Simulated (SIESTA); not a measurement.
Crystal: Co.

```xyz
2
Lattice="2.4720 0.0000 0.0000 -1.2360 2.1408 0.0000 0.0000 0.0000 4.0211" Properties=species:S:1:pos:R:3 pbc="T T T"
Co    1.2360    0.7136    3.0159
Co    0.0000    1.4272    1.0053
```

| Quantity | Value |
| --- | --- |
| Program | SIESTA 5.4.2 |
| Task | single point |
| Functional | PBEsol |
| Potentials or basis | PseudoDojo 0.4 standard (PBEsol files) |
| Basis | DZP (energy shift 0.003 Ry; two zetas on semicore shells) |
| Grid cutoff | 800 Ry |
| Energy shift | 0.003 Ry |
| k mesh | 12 × 12 × 7 |
| Occupations | fermi-dirac, width 0.05 eV |
| Spin | collinear spin, ferromagnetic start |
| Starting moments | [2.0, 2.0] μB |

On this cell: pressure -5.2 GPa; largest force under 0.003 eV/Å; net moment 3.19 μB per cell; site moments Co +1.60 μB; band gap on the k mesh none (metal or under the smearing width).

The same run follows on a disturbed copy (atoms moved at random, drawn with an rms of 0.05 Å):

```xyz
2
Lattice="2.4720 0.0000 0.0000 -1.2360 2.1408 0.0000 0.0000 0.0000 4.0211" Properties=species:S:1:pos:R:3 pbc="T T T"
Co    1.2570    0.6694    2.9866
Co    0.0418    1.3977    0.9655
```

Q: What changes?

A: The energy (extrapolated to zero smearing) moves by +0.7 meV/atom; pressure -5.4 GPa; largest force 0.104 eV/Å; net moment 3.20 μB per cell; site moments Co +1.60 μB; band gap on the k mesh none (metal or under the smearing width).

Forces in eV/Å, atoms in the order of the input:
```
Co   0.056  0.041 -0.078
Co  -0.058 -0.041  0.077
```

Stress tensor (GPa, compression positive):
```
-4.98 -0.38  0.05
-0.38 -4.36 -0.01
 0.05 -0.01 -6.79
```

Caveats: short orbitals over semicore shells can move pressures by several GPa; the basis of atomic orbitals isn't converged, which shifts pressures, moduli and gaps.
